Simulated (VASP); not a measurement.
# BAs (F-43m) in VASP: further runs, part 2 of 2

VASP 6.6.1. The steps go on from the part before.

**5. Relaxation of cell and atoms, PBE+D3(BJ)**

This run uses another cell than the first one, of 13.58 Å³/atom, 0.997 times its volume.

File INCAR:

```
SYSTEM = BAs
PREC = Accurate
ENCUT = 600
EDIFF = 1E-7
ISMEAR = 0
SIGMA = 0.03
LREAL = .FALSE.
LASPH = .TRUE.
NELM = 80
ALGO = Normal
ISIF = 3
LWAVE = .FALSE.
LCHARG = .FALSE.
GGA = PE
IVDW = 12
IBRION = 2
NSW = 90
EDIFFG = -0.005
```

File KPOINTS:

```
Automatic mesh
0
G
  10 10 10
  0 0 0
```

File POSCAR:

```
BAs                                     
1.0
   -0.0000000000      2.3858571871      2.3858571871
    2.3858571871      0.0000000000      2.3858571871
    2.3858571871      2.3858571871     -0.0000000000
  B               As            
     1     1
Direct
     0.0000000000000000    0.0000000000000000    0.0000000000000000
     0.2500000000000000    0.2500000000000000    0.2500000000000000
```

Potentials or basis: VASP PAW PBE potentials, release 64 (B, As).

Run with:

```bash
$ cat potpaw_PBE.64/B/POTCAR potpaw_PBE.64/As/POTCAR > POTCAR
$ mpirun -np 1 vasp_std > vasp.out
```

OUTCAR:

```text
SYSTEM = BAs
   PREC = Accurate
   ENCUT = 600
   EDIFF = 1E-7
   ISMEAR = 0
   LREAL = .FALSE.
   LASPH = .TRUE.
   NELM = 80
   ISIF = 3
   GGA = PE
   IVDW = 12
   IBRION = 2
   NSW = 90
   EDIFFG = -0.005
 IVDW          = 12

 ion  position               nearest neighbor table
   1  0.000  0.000  0.000-   2 2.07   2 2.07   2 2.07   2 2.07
   2  0.250  0.250  0.250-   1 2.07   1 2.07   1 2.07   1 2.07

  LATTYP: Found a face centered cubic cell.
 ALAT       =     4.7717143742

  Lattice vectors:

 A1 = (   0.0000000000,   2.3858571871,   2.3858571871)
 A2 = (   2.3858571871,   0.0000000000,   2.3858571871)
 A3 = (   2.3858571871,   2.3858571871,   0.0000000000)

Analysis of symmetry for initial positions (statically):
=====================================================================
 Subroutine PRICEL returns:
 Original cell was already a primitive cell.

[... 172 lines left out ...]

 val. band max:        6.1624845922   @ k =   0.0000   0.0000   0.0000
 cond. band min:       7.3348578289   @ k =   0.4000   0.4000   0.0000
 fundamental gap:      1.1723732366
 Fermi energy:         6.3118923034

 k-point     1 :       0.0000    0.0000    0.0000
  band No.  band energies     occupation
      1      -9.2687      2.00000
      2       6.1625      2.00000
      3       6.1625      2.00000
      4       6.1625      2.00000
      5       9.4432      0.00000
      6       9.4432      0.00000
      7       9.4432      0.00000
      8      10.8919      0.00000
[... 243 lines left out ...]
 k-point    24 :       0.4000    0.3000    0.0000
  band No.  band energies     occupation
      1      -6.6156      2.00000
      2      -0.3038      2.00000
      3       2.1724      2.00000
      4       2.6643      2.00000
      5       7.8572      0.00000
      6       9.5596      0.00000
      7      15.0218      0.00000
      8      15.2526      0.00000

 [... further k-points ...]

------------------------ aborting loop because EDIFF is reached ----------------------------------------

 Edisp (eV)   -0.66200

 E8    (eV) :    -0.2632

  FORCE on cell =-STRESS in cart. coord.  units (eV):
  Direction    XX          YY          ZZ          XY          YZ          ZX
  --------------------------------------------------------------------------------------
  -------------------------------------------------------------------------------------
  Total       0.00178     0.00178     0.00178     0.00000    -0.00000     0.00000
  in kB       0.10502     0.10502     0.10502     0.00000    -0.00000     0.00000
  external pressure =        0.11 kB  Pullay stress =        0.00 kB

 VOLUME and BASIS-vectors are now :
 -----------------------------------------------------------------------------
  energy-cutoff  :      600.00
  volume of cell :       27.16
      direct lattice vectors                 reciprocal lattice vectors
     0.000000000  2.385857187  2.385857187    -0.209568285  0.209568285  0.209568285
     2.385857187  0.000000000  2.385857187     0.209568285 -0.209568285  0.209568285
     2.385857187  2.385857187  0.000000000     0.209568285  0.209568285 -0.209568285

 POSITION                                       TOTAL-FORCE (eV/Angst)
 -----------------------------------------------------------------------------------
      0.00000      0.00000      0.00000        -0.000000     -0.000000      0.000000
      1.19293      1.19293      1.19293         0.000000      0.000000     -0.000000
 -----------------------------------------------------------------------------------
    total drift:                               -0.000000     -0.000000     -0.000000

  FREE ENERGIE OF THE ION-ELECTRON SYSTEM (eV)
  ---------------------------------------------------
  free  energy   TOTEN  =       -12.0672152659 eV

  energy  without entropy=      -12.0672152659  energy(sigma->0) =      -12.06721527

 reached required accuracy - stopping structural energy minimisation
```

OSZICAR:

```text
N       E                     dE             d eps       ncg     rms          rms(c)
DAV:   1     0.148526649805E+02    0.14853E+02   -0.43522E+03   752   0.100E+03
DAV:   2    -0.116997248718E+02   -0.26552E+02   -0.26067E+02  1160   0.113E+02
DAV:   3    -0.120507319406E+02   -0.35101E+00   -0.35101E+00   856   0.174E+01
DAV:   4    -0.120511987031E+02   -0.46676E-03   -0.46676E-03  1112   0.707E-01
DAV:   5    -0.120511988564E+02   -0.15332E-06   -0.15332E-06   848   0.921E-03    0.496E+00
DAV:   6    -0.114724740076E+02    0.57872E+00   -0.18547E+00   792   0.708E+00    0.246E+00
DAV:   7    -0.114117646015E+02    0.60709E-01   -0.21072E-01  1048   0.278E+00    0.958E-01
DAV:   8    -0.114046976016E+02    0.70670E-02   -0.21686E-02   808   0.104E+00    0.118E-01
DAV:   9    -0.114050315489E+02   -0.33395E-03   -0.59662E-04   968   0.201E-01    0.668E-02
DAV:  10    -0.114052137941E+02   -0.18225E-03   -0.28996E-04   872   0.127E-01    0.163E-02
DAV:  11    -0.114052191514E+02   -0.53572E-05   -0.10606E-05  1136   0.260E-02    0.139E-02
DAV:  12    -0.114052187631E+02    0.38822E-06   -0.24367E-06   816   0.111E-02    0.237E-03
DAV:  13    -0.114052187681E+02   -0.49595E-08   -0.78227E-08   640   0.226E-03
   1 F= -.12067215E+02 E0= -.12067215E+02  d E =-.120672E+02
```

CONTCAR:

```text
BAs
   1.00000000000000
     0.0000000000000000    2.3858571871000001    2.3858571871000001
     2.3858571871000001    0.0000000000000000    2.3858571871000001
     2.3858571871000001    2.3858571871000001    0.0000000000000000
  B               As
     1     1
Direct
     0.0000000000000000    0.0000000000000000    0.0000000000000000
     0.2500000000000000    0.2500000000000000    0.2500000000000000

  0.00000000E+00  0.00000000E+00  0.00000000E+00
  0.00000000E+00  0.00000000E+00  0.00000000E+00
```

Wall time 6 s (1 thread of Intel Xeon 6975P-C (Granite Rapids), shared host); peak memory 0.17 GiB.

What came out:

* Free energy: -12.0672 eV
* Pressure after relaxing: 0.0 GPa
* Band gap on the k mesh: 1.17 eV, indirect (least direct gap 3.28 eV)
* Dispersion energy per atom: -0.331 eV

Final structure:
```xyz
2
Lattice="0.0000 2.3859 2.3859 2.3859 0.0000 2.3859 2.3859 2.3859 0.0000" Properties=species:S:1:pos:R:3 pbc="T T T"
B     0.0000    0.0000    0.0000
As    1.1929    1.1929    1.1929
```

Levels at points of the mesh, in eV from the valence-band top:
```tsv
k point	band 1	band 2	band 3	band 4	band 5	band 6	band 7	band 8
(0.00, 0.00, 0.00)	-15.43	0.00	0.00	0.00	3.28	3.28	3.28	4.73
(0.50, 0.00, 0.00)	-12.55	-8.81	-1.83	-1.83	2.71	4.78	4.78	8.87
(0.50, 0.50, 0.00)	-11.22	-8.55	-4.09	-4.09	1.42	1.44	11.40	11.40
```

Caveat: the relaxation stopped at its first step, so nothing moved. A k mesh can miss the band edges.
